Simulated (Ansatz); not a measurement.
**Equation of state of RbCl from a dense series**

```
CELL_PARAMETERS angstrom
0.00000 3.27400 3.27400
3.27400 0.00000 3.27400
3.27400 3.27400 0.00000
ATOMIC_POSITIONS crystal
Rb 0.00000 0.00000 0.00000
Cl 0.50000 0.50000 0.50000
```

Atoms are numbered in the order listed.

The cell is COD entry 8103714, as deposited and not checked against the literature; nothing was relaxed. It differs from other determinations.

Computed with Ansatz 0.2.0, DFT, PBEsol, all-electron LAPW, scalar-relativistic.

Numerical set-up: a Γ-centred 7×7×7 k mesh, Fermi–Dirac smearing of 0.02 eV, basis error target 1 meV/atom, no spin polarisation.

The cell is scaled evenly. Fractional coordinates are held (clamped ions).

```
V (Å³/atom)  P (GPa)
     32.989     1.15
     34.392     0.31
     34.743     0.13
     35.094    -0.04
     35.445    -0.19
     35.796    -0.34
     36.498    -0.61
     37.200    -0.85
```

**Question.** Fit a third-order Birch–Murnaghan curve to the pressures.

**Answer.** P = (3B0/2)(y^(7/2) − y^(5/2))[1 + (3/4)(B0′ − 4)(y − 1)] with y = (V0/V)^(2/3) fits within 0.01 GPa for V0 = 35.017 Å³/atom, B0 = 16.5 GPa and B0′ = 5.29.

**Question.** Predict the pressure at the withheld volume, 33.690 Å³/atom.

**Answer.** There y = 1.0261, so the fit gives 0.70 GPa; the run gave 0.70 GPa.
